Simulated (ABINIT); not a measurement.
TePb:

```
Pb Te
1.0
     0.00000    3.23100    3.23100
     3.23100    0.00000    3.23100
     3.23100    3.23100    0.00000
Pb Te
1 1
Direct
  0.00000 0.00000 0.00000
  0.50000 0.50000 0.50000
```

```yaml
Program: ABINIT 10.8.3 (patched build)
Task: relaxation of cell and atoms
Functional: LDA
Potentials_or_basis: PseudoDojo NC SR LDA v0.4.1 standard
Cutoff: 1088 eV
k_mesh: 5 × 5 × 5
Occupations: fermi-dirac, width 0.05 eV
Spin: no spin polarisation
```

At the start: pressure -1.7 GPa; volume 33.73 Å³/atom.

Q: How do energy, volume and symmetry change on relaxing?

A: Over 4 steps the energy falls by 6.9 meV/atom and the volume is 32.47 Å³/atom (-3.7 %); space group Fm-3m (No. 225, to 0.05 Å).

Step by step:
| step | energy change (eV) | largest force (eV/Å) | pressure (GPa) | volume (Å³) |
| --- | --- | --- | --- | --- |
| 1 | 0.0000 | 0.0000 | -1.71 | 67.46 |
| 2 | -0.0035 | 0.0000 | -1.49 | 67.11 |
| 3 | -0.0139 | 0.0000 | 0.10 | 64.81 |
| 4 | -0.0139 | 0.0000 | 0.00 | 64.94 |

Final structure:
```yaml
crystal:
  lattice:
    - [0.00000, 3.19035, 3.19035]
    - [3.19035, 0.00000, 3.19035]
    - [3.19035, 3.19035, 0.00000]
  atoms:
    - { symbol: Pb, position: [0.00000, 0.00000, 0.00000] }
    - { symbol: Te, position: [0.50000, 0.50000, 0.50000] }
```
